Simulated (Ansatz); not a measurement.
## ZnAu under changes of volume

One of the cells (15.583 Å³/atom); the others are scaled copies at fixed shape and fractional positions:

```xyz
2
Lattice="3.1470 0.0000 0.0000 0.0000 3.1470 0.0000 0.0000 0.0000 3.1470" Properties=species:S:1:pos:R:3 pbc="T T T"
Au    0.0000    0.0000    0.0000
Zn    1.5735    1.5735    1.5735
```

| Item | Value |
| --- | --- |
| Program | Ansatz 0.2.0 |
| Functional | PBE |
| Potentials or basis | Ansatz PAW |
| Cutoff | 420 eV (not typed: the program's choice for these potentials) |
| k mesh | 8 × 8 × 8 |
| Occupations | fermi-dirac, width 0.05 eV |
| Spin | no spin polarisation |

| volume (Å³/atom) | energy over the lowest point (meV/atom) | pressure (GPa) |
| --- | --- | --- |
| 14.648 | 68.37 | 15.5 |
| 14.960 | 41.88 | 11.6 |
| 15.272 | 22.59 | 8.2 |
| 15.583 | 9.66 | 5.1 |
| 15.895 | 2.35 | 2.4 |
| 16.207 | 0.00 | 0.0 |
| 16.518 | ? | ? |

**Question.** What does the run at 16.518 Å³/atom give?

**Answer.** Energy over the lowest point 2.04 meV/atom; pressure -2.1 GPa.

Worked out: A Birch-Murnaghan fit of order 3 (a polynomial in V^(-2/3)) to the other rows has its minimum at 16.21 Å³/atom, just outside them, with B0 = V·E''(V) = 118 GPa and B' = 5.3. It gives 2.06 meV/atom at 16.518 Å³/atom, against the run's 2.04, and -dE/dV = -2.1 GPa, against -2.1.

Energies are extrapolated to zero smearing.
